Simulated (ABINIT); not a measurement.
A run of ABINIT 10.8.3 (patched build) is set up as follows.

run.abi

```
# Datasets: ground state, then fixed potential
ndtset 2

# Pseudopotentials
pp_dirpath "./"
pseudos "Ga.GGA_PBE-JTH.xml, P.GGA_PBE-JTH.xml"

# Structure
acell 7.2831660764 7.2831660764 7.2831660764
rprim
     0.0000000000     0.7071067812     0.7071067812
     0.7071067812     0.0000000000     0.7071067812
     0.7071067812     0.7071067812     0.0000000000
ntypat 2
znucl 31 15
natom 2
typat 1 2
xred
     0.0000000000     0.0000000000     0.0000000000
     0.7500000000     0.7500000000     0.7500000000

# Plane-wave basis
ecut 20.0
pawecutdg 40.0

# Exchange and correlation
ixc 14

# Bands and occupations
occopt 3
tsmear 0.05 eV

# Spin
nspinor 2
nspden 1
pawspnorb 1

# SCF cycle
nstep 100

# Output
iomode 3
prtwf 0
prteig 0
prtebands 0
prtden1 1

# Dataset 1
kptopt1 4
ngkpt1 8 8 8
nshiftk1 1
shiftk1 0.0 0.0 0.0
nband1 26
tolvrs1 1.0e-9

# Dataset 2: bands along G-X-W-K-G-L-U-W-L-K
iscf2 -2
getden2 1
nband2 34
nbdbuf2 2
tolwfr2 1.0e-12
kptopt2 -9
ndivsm2 6
prteig2 1
kptbounds2
     0.0000000000     0.0000000000     0.0000000000
     0.5000000000     0.0000000000     0.5000000000
     0.5000000000     0.2500000000     0.7500000000
     0.3750000000     0.3750000000     0.7500000000
     0.0000000000     0.0000000000     0.0000000000
     0.5000000000     0.5000000000     0.5000000000
     0.6250000000     0.2500000000     0.6250000000
     0.5000000000     0.2500000000     0.7500000000
     0.5000000000     0.5000000000     0.5000000000
     0.3750000000     0.3750000000     0.7500000000
```

Potentials or basis: JTH PAW PBE v2.0.

The run is started by

```sh
$ abinit run.abi > log 2>&1
```

(1) Predict the pressure.

(2) Predict the band gap on the k mesh.

(3) Estimate the band gap along the path.

Results:

(1) 4.1 GPa.

(2) 1.68 eV, indirect (least direct gap 1.89 eV).

(3) 1.63 eV, indirect (least direct gap 1.89 eV).

Caveat: the PAW data sets were made with another functional, which shifts forces and pressure a little.

**The experiment to reproduce.**

“Stacking defects in GaP nanowires: Electronic structure and optical properties”, 2018, arxiv:1810.01194 quotes, for a bulk crystal of GaP at 10 K: band gap 2.34 eV (indirect).

Measured gap of GaP: 2.34 eV (indirect; 10 K; quoted in “Stacking defects in GaP nanowires: Electronic structure and optical properties”, 2018, arxiv:1810.01194). This calculation gives 1.63 eV (-0.71 eV). The value is that of revPBE, without temperature or zero-point motion. Semilocal functionals fall short of measured gaps as a rule.
